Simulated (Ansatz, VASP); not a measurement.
Two plane-wave programs on P

Contents of INCAR:

```
ALGO = Normal
EDIFF = 1E-6
ENCUT = 520
GGA = RP
ISIF = 2
ISMEAR = -1
LASPH = True
LCHARG = False
LREAL = False
LWAVE = False
NBANDS = 8
NELM = 80
PREC = Accurate
SIGMA = 0.1
```

The input KPOINTS:

```
k-points
0
Gamma
  16 16 16
```

POSCAR

```
P
1.0
   -1.5924690401      1.5924690401      1.5924690401
    1.5924690401     -1.5924690401      1.5924690401
    1.5924690401      1.5924690401     -1.5924690401
P
1
Direct
    0.0000000000      0.0000000000      0.0000000000
```

Input for Ansatz:

```yaml
crystal:
  lattice:
    - [-1.5924690401, 1.5924690401, 1.5924690401]
    - [1.5924690401, -1.5924690401, 1.5924690401]
    - [1.5924690401, 1.5924690401, -1.5924690401]
  atoms:
    - { symbol: P, position: [0.0, 0.0, 0.0] }
hamiltonian:
  xc: rpbe
  pseudopotentials:
    kind: paw
    azcp:
      P: "pseudopotentials/P.paw.azcp"
basis:
  ecutwfc: 420
  fft_grid_basis: typed
kpoints:
  mp_grid: { grid: [16, 16, 16], shift: [0, 0, 0] }
magnetization:
  spin_polarized: false
scf:
  occupations: { method: fermi_dirac, width: 0.1 }
  lower_state_search: "off"
output:
  stress: true
```

Alike in both runs: task single point; functional RPBE; k mesh 16 × 16 × 16; occupations fermi-dirac, width 0.1 eV; no spin polarisation.

|  | VASP | Ansatz |
| --- | --- | --- |
| version | VASP 6.6.1 | Ansatz 0.2.0 |
| potentials or method | VASP PAW PBE potentials, release 64 (P) | plane waves (420 eV) with PAW, scalar-relativistic |
| plane-wave cutoff (eV) | 520 | 420 |
| valence electrons in the cell | 5 | 5 |

|  | VASP | Ansatz | Ansatz less VASP |
| --- | --- | --- | --- |
| pressure (GPa) | -8.7 | -8.4 | +0.35 |

With one functional, cell and mesh, what is left measures potentials, basis and numerics.

Caveats: the PAW data sets were made with another functional, which shifts forces and pressure a little (VASP).
